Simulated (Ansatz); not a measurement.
# CdO: the change of pressure and energy above lowest point with volume per atom

Results calculated with Ansatz 0.2.0 development build, not measured. Equation of state of a cubic crystal from periodic Kohn-Sham density functional theory without spin; pressure corrected for the finite basis.

Cell of the first row (space group Fm-3m, No. 225):
```
CELL_PARAMETERS angstrom
0.00000 2.33510 2.33510
2.33510 0.00000 2.33510
2.33510 2.33510 0.00000
ATOMIC_POSITIONS crystal
Cd 0.00000 0.00000 0.00000
O 0.50000 0.50000 0.50000
```

Settings of every row: formula CdO; structure type rock salt; functional PBE; spin treatment none; k mesh 20x20x20; occupation method fermi-dirac; occupation width 0.061225619 eV; wave cutoff 420 eV; datasets soft-1 PAW; density cutoff ratio 4.

| row | volume per atom (Å³) | pressure (GPa) | energy above lowest point (meV/atom) |
| --- | --- | --- | --- |
| 1 | 12.733 | 9.114 | 21.99 |
| 2 | 13.004 | 5.746 | 9.48 |
| 3 | 13.275 | 2.746 | 2.34 |
| 4 | 13.546 | 0.072 | 0 |
| 5 | 13.817 | ? | ? |
| 6 | 14.088 | -4.431 | 7.66 |
| 7 | 14.359 | -6.321 | 16.79 |

Question: what pressure and energy above lowest point should row 5 give?

Worked fit of pressure. Take u = (V_r/V)^(2/3) − 1 with V_r = 13.41 Å³ an atom, which is twice the finite (Eulerian) strain; such expansions in the strain, on which the Birch-Murnaghan equation of state is built, carry the rest volume and the bulk modulus. The shown rows have u = 0.03514, 0.02071, 0.00677, -0.0067, -0.03235, -0.04456. Least squares give pressure = 1.3749 + 198.336 × u + 602.13 × u² + 603 × u³ GPa; a parabola predicts inner rows, each left out in turn, worse (root mean square 0.011 against 0.0013 GPa). The rows lie off it by 0.000, 0.000, 0.001, -0.001, 0.001, 0.000. The pressure vanishes at u = -0.0071, or V = 13.55 Å³ an atom, and there the bulk modulus at fixed shape and fractions is B = −V dP/dV = (2/3)(1 + u) dP/du = 126 GPa. The withheld row has u = -0.01974, so the fit gives 1.3749 + 198.336 × (-0.01974) + 602.13 × (-0.01974)² + 603 × (-0.01974)³ = -2.310 GPa.

The calculation gave -2.31 GPa. The fit meets it to the printed digit.

Worked fit of energy above lowest point. Take u = (V_r/V)^(2/3) − 1 with V_r = 13.41 Å³ an atom, which is twice the finite (Eulerian) strain; such expansions in the strain, on which the Birch-Murnaghan equation of state is built, carry the rest volume and the bulk modulus. The shown rows have u = 0.03514, 0.02071, 0.00677, -0.0067, -0.03235, -0.04456. Least squares give energy above lowest point = 0.609 + 173.01 × u + 12232.8 × u² + 4515 × u³ meV/atom; a parabola predicts inner rows, each left out in turn, worse (root mean square 0.086 against 0.0038 meV/atom). All shown rows lie on it to the printed digit. Its lowest point lies at u = -0.0071, or V = 13.55 Å³ an atom, and the curvature there gives the bulk modulus at fixed shape and fractions, B = (4/9)(1 + u)² E″(u)/V = 126 GPa. The withheld row has u = -0.01974, so the fit gives 0.609 + 173.01 × (-0.01974) + 12232.8 × (-0.01974)² + 4515 × (-0.01974)³ = 1.93 meV/atom.

The calculation gave 1.93 meV/atom. The fit meets it to the printed digit.
